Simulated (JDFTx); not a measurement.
ZrN under changes of volume

One of the cells (12.167 Å³/atom); the others are scaled copies at fixed shape and fractional positions:

```
Zr N
1.0
     0.00000    2.30000    2.30000
     2.30000    0.00000    2.30000
     2.30000    2.30000    0.00000
Zr N
1 1
Direct
  0.50000 0.50000 0.50000
  0.00000 0.00000 0.00000
```

| Quantity | Value |
| --- | --- |
| Program | JDFTx 1.7.0 (patched build) |
| Functional | RPBE |
| Potentials or basis | PseudoDojo-SR-PBE-0.5-standard with smoothed tails |
| Cutoff | 1143 eV |
| Density cutoff | 9143 eV |
| k mesh | 10 × 10 × 10 |
| Occupations | fermi-dirac, width 0.05 eV |
| Spin | no spin polarisation |

```csv
volume (Å³/atom),energy over the lowest point (meV/atom),pressure (GPa)
11.437,49.62,20.1
11.680,24.12,13.6
11.924,7.96,7.8
12.167,0.20,2.5
12.410,0.00,-2.2
12.654,?,?
12.897,19.31,-10.2
```

Task: What does the run at 12.654 Å³/atom give?

Result: Energy over the lowest point 6.60 meV/atom; pressure -6.4 GPa.

Worked out: A Birch-Murnaghan fit of order 3 (a polynomial in V^(-2/3)) to the other rows has its minimum at 12.29 Å³/atom with B0 = V·E''(V) = 237 GPa and B' = 4.4. It gives 6.62 meV/atom at 12.654 Å³/atom, against the run's 6.60, and -dE/dV = -6.4 GPa, against -6.4.

Energies are extrapolated to zero smearing.

Caveats: the potentials were made for another functional, which shifts forces and pressure.
